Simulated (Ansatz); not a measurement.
## Stationary points along a deformation path in HfN

All numbers below come from DFT PBE, scalar-relativistic, plane waves, PAW in Ansatz 0.2.0. The runs took a 420 eV cutoff, a Γ-centred 20×20×20 mesh and Gaussian smearing (0.1 eV). Spin–orbit coupling is left out, which can shift energies with elements as heavy as these. No spin polarisation. Energies are free energies at this smearing, counted from the undisturbed cell; pressure is positive in compression.

The starting cell (as given, not relaxed at this level; it stands at 5.4 GPa):

```
Hf N
1.0
     0.00000    2.25900    2.25900
     2.25900    0.00000    2.25900
     2.25900    2.25900    0.00000
Hf N
1 1
Direct
  0.00000 0.00000 0.00000
  0.50000 0.50000 0.50000
```

At fixed volume and fractional coordinates, lengths along (0.000, 0.000, 1.000) are scaled against those across it; ρ is that ratio over its starting value. V = 11.528 Å³/atom. Δσ is the stress along the axis less the mean stress across it (compression positive).

| ρ | ΔE (meV/atom) | Δσ (GPa) | space group |
| --- | --- | --- | --- |
| 0.650 | 3604.9 | 377.88 | I4/mmm |
| 0.707 | 2201.7 | 313.26 | I4/mmm |
| 0.780 | 1007.6 | 193.62 | I4/mmm |
| 0.850 | 388.9 | 109.76 | I4/mmm |
| 0.920 | 91.7 | 48.40 | I4/mmm |
| 0.960 | 20.8 | 21.92 | I4/mmm |
| 1.000 | 0.0 | 0.00 | Fm-3m |
| 1.050 | 27.2 | -23.19 | I4/mmm |
| 1.100 | 101.6 | -42.57 | I4/mmm |
| 1.200 | 324.6 | -63.67 | I4/mmm |
| 1.300 | 610.1 | -85.64 | I4/mmm |
| 1.414 | 1020.2 | -118.44 | I4/mmm |
| 1.500 | 1393.8 | -146.76 | I4/mmm |

Task: How does the stress give the slope of the energy, and where is the energy stationary?

Result: Along the path d ln(length) is 2/3 d ln ρ on the axis and −1/3 d ln ρ across it, so dE/d ln ρ = −(2/3) V Δσ: the energy falls with ρ where Δσ is positive. Δσ vanishes or changes sign at ρ = 1.000 (Fm-3m), a minimum at 0.0 meV/atom. Pairs of stationary points between two samples would go unseen, and could change a minimum read from distant neighbours into a maximum. At ρ = 1.000 the cell is cubic, where symmetry alone makes the stress isotropic and the slope zero.

Task: Which shear constant sets the curvature at ρ = 1?

Result: For a cubic crystal E/V = (2/3) C (ln ρ)² with C = C′ = (C11 − C12)/2, so Δσ = −2C ln ρ. The parabola of Δσ against ln ρ through ρ = 0.960, 1 and 1.050 gives C ≈ 254 GPa with the ions clamped, rough because the steps are large. It is the stress–strain coefficient at this cell's pressure of 5.4 GPa, not the zero-pressure constant.

Task: Integrate that slope from ρ = 1 to 0.850 by the trapezoid rule.

Result: With V/N in Å³ and 1 eV/Å³ = 160.2 GPa the slopes at ρ = 1.000, 0.960, 0.920, 0.850 are 0, -1052, -2321, -5265 meV/atom per unit of ln ρ. The steps add 21.5 + 71.8 + 300.2 = 393.4 meV/atom, against 388.9 from the energies; the trapezoid rule misses the curvature of the slope within each step.

In a metal these slopes depend on the k mesh and the smearing.

Cost: 13 runs of about 5.3 core-minutes in all, on AMD EPYC (Zen 3) (shared hosts).